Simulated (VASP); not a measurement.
## CdTe in VASP 6.6.1, single-point calculation

INCAR

```
LASPH = .TRUE.
IBRION = -1
NSW = 0
LREAL = .FALSE.
SIGMA = 0.02
LWAVE = .FALSE.
ISMEAR = -1
PREC = Accurate
EDIFF = 1E-7
ENCUT = 520
ISIF = 2
LCHARG = .FALSE.
NBANDS = 16
ISPIN = 2
MAGMOM = 1
NELM = 54
GGA = PE
```

KPOINTS

```
KPOINTS created by Atomic Simulation Environment
0
Gamma
6 6 6
0 0 0
```

POSCAR

```
Cd Te
 1.0000000000000000
     0.0000000000000000    3.3455542184999998    3.3455542184999998
     3.3455542184999998    0.0000000000000000    3.3455542184999998
     3.3455542184999998    3.3455542184999998    0.0000000000000000
 Cd  Te
   1   1
Cartesian
  0.0000000000000000  0.0000000000000000  0.0000000000000000
  1.6727771092499999  1.6727771092499999  1.6727771092499999
```

The recommended PBE PAW datasets give the neutral cell 18 valence electrons.

Command

```
mpirun -np 1 vasp_std
```

Standard output (part)

```
POSCAR found type information on POSCAR CdTe
 POSCAR found :  2 types and       2 ions
|     EEEEEEE  RRRRRR   RRRRRR   OOOOOOO  RRRRRR      ###     ###     ###     |
|     E        R     R  R     R  O     O  R     R     ###     ###     ###     |
|     E        R     R  R     R  O     O  R     R     ###     ###     ###     |
|     EEEEE    RRRRRR   RRRRRR   O     O  RRRRRR       #       #       #      |
|     E        R    R   R    R   O     O  R    R      ###     ###     ###     |
|     EEEEEEE  R     R  R     R  OOOOOOO  R     R     ###     ###     ###     |
|     ERROR: You have set 1 value(s) for MAGMOM; however for                  |
|     spin-polarized calculations (ISPIN=2), MAGMOM has to be a list of       |
|     NIONS values. NIONS=2 in your calculation.                              |
|       ---->  I REFUSE TO CONTINUE WITH THIS SICK JOB ... BYE!!! <----       |
```

VASP stopped before the first electronic step.

What is wrong with this input?

Too few starting moments. VASP stopped before the first electronic step.
